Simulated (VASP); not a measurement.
A run of VASP 6.6.1 is set up as follows.

File INCAR:

```
SYSTEM = EuO
  PREC = Accurate
  ENCUT = 520
  EDIFF = 1E-7
  ISMEAR = 0
  SIGMA = 0.01
  LREAL = .False.
  LASPH = .True.
  NELM = 150
  ALGO = Normal
  ISIF = 2
  LWAVE = .False.
  LCHARG = .False.
  ISPIN = 2
  MAGMOM = 7.43 0
  LORBIT = 11
  LMAXMIX = 6
  LDAU = .True.
  LDAUTYPE = 2
  LDAUL = 3 -1
  LDAUU = 6 0
  LDAUJ = 0 0
  LDAUPRINT = 1
  GGA = PE
  NBANDS = 22
```

File KPOINTS:

```
Automatic mesh
0
Gamma
  16 16 16
  0 0 0
```

POSCAR

```
EuO
1.0
    0.0000000000      2.5881549098      2.5881549098
    2.5881549098      0.0000000000      2.5881549098
    2.5881549098      2.5881549098      0.0000000000
Eu O
1 1
Direct
    0.0000000000      0.0000000000      0.0000000000
    0.5000000000      0.5000000000      0.5000000000
```

Potentials or basis: VASP PAW PBE potentials, release 64 (Eu, O).

Command:

```bash
$ cat potpaw_PBE.64/Eu/POTCAR potpaw_PBE.64/O/POTCAR > POTCAR
$ mpirun -np 1 vasp_std > vasp.out
```

Task: Estimate the site moments.

Result: Eu +6.73; O -0.09 μB.

Task: Estimate the pressure.

Result: -0.4 GPa.

Task: Predict the band gap on the k mesh.

Result: 0.06 eV, indirect (least direct gap 0.23 eV).

Eigenvalues of the final occupation matrices:
| site | spin | trace | eigenvalues |
| --- | --- | --- | --- |
| site 1 f | 1 | 6.81 | 0.96 0.97 0.97 0.97 0.98 0.98 0.98 |
| site 1 f | 2 | 0.02 | 0.00 0.00 0.00 0.00 0.00 0.00 0.00 |

Caveat: spin-orbit coupling is left out, which moves the levels of the heavy elements; a cell with one magnetic atom can't hold antiferromagnetic order, which such compounds often take. A k mesh can miss the band edges.
